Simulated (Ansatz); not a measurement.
**CdTe: stress in a strained cell**

Aim: deform CdTe (zz strain of -1 %) and compute stress, forces and field gradients with LAPW, PAW and all-electron datasets made for the crystal.

Computed with Ansatz 0.2.0 (DFT PBEsol, scalar-relativistic, unless a step's input says otherwise).

### Step 1. Starting point

Symmetry: Cmcm, No. 63, orthorhombic system. Conventional cell: a = 6.131 Å, b = 6.189 Å, c = 6.091 Å, α = 90.00°, β = 90.00°, γ = 90.00°. Around Cd (site symmetry m2m) lie 6 Te at 3.03 to 3.16 Å. Te (site symmetry m2m) has 6 Cd at 3.03 to 3.16 Å as nearest neighbours.

Coordinates:

```xyz
4
Lattice="3.0653 -3.0946 0.0000 3.0653 3.0946 0.0000 0.0000 0.0000 6.0907" Properties=species:S:1:pos:R:3 pbc="T T T"
Cd    3.0653    1.3800    4.5680
Cd    3.0653   -1.3800    1.5227
Te    3.0653   -1.6472    4.5680
Te    3.0653    1.6472    1.5227
```

Atoms are numbered in the order of the input: Cd1, Cd2, Te3, Te4.

### Step 2. The deformed structure

Space group Cmcm before, Cmcm after.

### Step 3. LAPW, all electrons

File input.yaml:

```yaml
crystal:
  lattice:
    - [3.065291, -3.094609, 0.0]
    - [3.065291, 3.094609, 0.0]
    - [0.0, 0.0, 6.02974548]
  atoms:
    - { symbol: Cd, position: [0.27703, 0.72297, 0.75] }
    - { symbol: Cd, position: [0.72297, 0.27703, 0.25] }
    - { symbol: Te, position: [0.766137, 0.233863, 0.75] }
    - { symbol: Te, position: [0.233863, 0.766137, 0.25] }
kpoints:
  mp_grid: { grid: [9, 9, 6] }
  band_path:
    path:
      - [0.0, 0.0, 0.0]
      - [-0.5, 0.5, 0.0]
      - [-0.4952854913, 0.5047145087, 0.0]
      - [0.4952854913, 0.4952854913, 0.0]
      - [0.0, 0.0, 0.0]
      - [0.0, 0.0, 0.5]
      - [0.4952854913, 0.4952854913, 0.5]
      - [-0.4952854913, 0.5047145087, 0.5]
      - [-0.5, 0.5, 0.5]
    npoints: 5
scf:
  occupations: { method: fermi_dirac, width: 0.05 }
hamiltonian:
  xc: pbesol
  pseudopotentials: { kind: all_electron, lapw: { basis_error: 0.001 } }
output:
  forces: true
  stress: true
  eigenvalues: true
```

The run is started by

```bash
$ ansatz run input.yaml --threads 1 --pin off --max-ram 6144MiB --backend cpu --events-out ev --progress --plain --runs-dir out
```

### Step 4. PAW on the default files

File input.yaml:

```yaml
crystal:
  lattice:
    - [3.065291, -3.094609, 0.0]
    - [3.065291, 3.094609, 0.0]
    - [0.0, 0.0, 6.02974548]
  atoms:
    - { symbol: Cd, position: [0.27703, 0.72297, 0.75] }
    - { symbol: Cd, position: [0.72297, 0.27703, 0.25] }
    - { symbol: Te, position: [0.766137, 0.233863, 0.75] }
    - { symbol: Te, position: [0.233863, 0.766137, 0.25] }
kpoints:
  mp_grid: { grid: [9, 9, 6] }
scf:
  occupations: { method: fermi_dirac, width: 0.05 }
hamiltonian:
  xc: pbesol
  pseudopotentials: { kind: paw }
output:
  forces: true
  stress: true
  eigenvalues: true
  efg: { contact_densities: true }
```

### Step 5. Datasets made for this crystal

input.yaml, as its differences from that of step 4:

```diff
@@ -16,3 +16,3 @@
   xc: pbesol
-  pseudopotentials: { kind: paw }
+  pseudopotentials: { kind: all_electron, datasets: crystal }
 output:
```

(Steps that only read results are left out.)

**Question.** What will these runs give? Wanted: pressure; largest shear or deviatoric stress.

As calculated:

| quantity | value |
| --- | --- |
| pressure | LAPW -2.78, PAW -2.79, crystal datasets -2.78 GPa |
| largest shear or deviatoric stress (LAPW) | 0.55 GPa |

**Reading.** The largest part of the stress beyond the pressure is 0.55 GPa in size, in the zz component; the atoms are carried along and not relaxed. No run of the undeformed cell stands beside it, so the pressure holds what the given cell had before the change. PAW: stress within 0.01 GPa of LAPW, forces within 1 meV/Å. Crystal datasets: stress within 0.01 GPa of LAPW, forces within 1 meV/Å. Spin-orbit coupling is left out, though the cell holds Te; in elements this heavy it can shift bands and gaps by tenths of an eV.
